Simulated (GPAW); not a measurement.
The system is Pt.

```
CELL_PARAMETERS angstrom
0.00000 1.96090 1.96090
1.96090 0.00000 1.96090
1.96090 1.96090 0.00000
ATOMIC_POSITIONS crystal
Pt 0.00000 0.00000 0.00000
```

Base run:

- Program: GPAW 26.7.0
- Functional: PBEsol
- Potentials or basis: PAW data sets generated in the run's folder for this functional
- Cutoff: 600 eV
- Basis: pw
- k mesh: 12 × 12 × 12
- Occupations: fermi-dirac, width 0.05 eV
- Spin: no spin polarisation
- Hubbard terms: Pt d U = 6 eV

Its results: band gap on the k mesh none (metal or under the smearing width); pressure -10.7 GPa.

Task: The run is repeated on the same cell with these changes: hubbard terms from Pt d U = 6 eV to Pt d U = 8 eV. What comes out?

Result: Band gap on the k mesh none (metal or under the smearing width); pressure -13.3 GPa.

Caveats: U without spin polarisation on a metal has little footing; the U is typed as a test and isn't derived for this compound.
